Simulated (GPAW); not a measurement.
Runs of GPAW 26.7.0 on ZrB2. The structure is hexagonal, space group P6/mmm (No. 191). The conventional cell has a = 3.170 Å, b = 3.170 Å, c = 3.533 Å, α = 90.00°, β = 90.00°, γ = 120.00°. Zr (site symmetry 6/mmm) has 12 B at 2.54 Å as nearest neighbours. B (site symmetry -6m2) is surrounded by 3 B at 1.83 Å. 

```tsv
task	level	potentials or basis	cell	k mesh	smearing	optimizer	fmax	max steps	gap on the mesh (eV)	pressure (GPa)	relaxed volume (Å³/atom)
single point	PBE	GPAW PAW data sets (gpaw-data 1.2.1), pw	as given	10 × 10 × 8	gaussian 0.014 eV	-	-	-	none	-0.1	-
relaxation of cell and atoms	AM05	PAW data sets generated in the run's folder for this functional, pw	relaxed	7 × 7 × 5	fermi-dirac 0.05 eV	BFGS	0.05 eV/Å	100	none	0.2	(a)
single point	PBE	GPAW PAW data sets (gpaw-data 1.2.1), pw	as given	10 × 10 × 8	gaussian 0.029 eV	-	-	-	none	-0.1	-
relaxation of cell and atoms	PBEsol+D3(BJ)	PAW data sets generated in the run's folder for this functional, pw	relaxed	7 × 7 × 5	fermi-dirac 0.05 eV	FIRE	0.02 eV/Å	100	none	-0.1	9.81
```

Alike in all rows: no spin polarisation; cutoff (eV) 800.

Problem. Estimate the missing entries.

Solution. (a) 10.00.

Caveats: later steps reuse the first step's grids (some runs); pairwise dispersion overbinds metals, which lowers pressure and volume (some runs).

A k mesh can miss the band edges, and the runs leave out spin-orbit coupling on Zr.

A gap of «none» marks a metal or a gap under the smearing width.

Not every run made on this cell is shown here.
